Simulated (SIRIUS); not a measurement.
## Ge in SIRIUS: the effect of functional

The system is Ge.

```
CELL_PARAMETERS angstrom
1.39715 -2.60052 0.00000
1.39715 2.60052 0.00000
0.00000 0.00000 2.69823
ATOMIC_POSITIONS crystal
Ge 0.50000 0.50000 0.00000
```

This isn't the form of Ge at room conditions, which is diamond.

Alike in all runs:

| Item | Value |
| --- | --- |
| Program | SIRIUS 7.10.0 |
| Task | single point |
| Potentials or basis | PseudoDojo 0.4.1 PBE standard (scalar relativistic) |
| Cutoff | 1078 eV |
| Density cutoff | 4311 eV |
| k mesh | 9 × 9 × 8 |
| Occupations | fermi-dirac, width 0.05 eV |
| Spin | no spin polarisation |

Task: One run gave: pressure 0.8 GPa. Which functional did it use?
A. AM05
B. LDA
C. B97-D
D. RPBE
E. revPBE

Result: E.

| functional | pressure (GPa) |
| --- | --- |
| LDA | -6.1 |
| PBE | -0.6 |
| PBEsol | -4.0 |
| RPBE | 1.4 |
| revPBE | 0.8 |
| BLYP | 5.1 |
| PW91 | -0.3 |
| AM05 | -4.5 |
| RGE2 | -3.0 |
| N12 | -5.9 |
| B97-D | 5.8 |

Caveats: the potentials were made for another functional, which shifts forces and pressure (some runs).
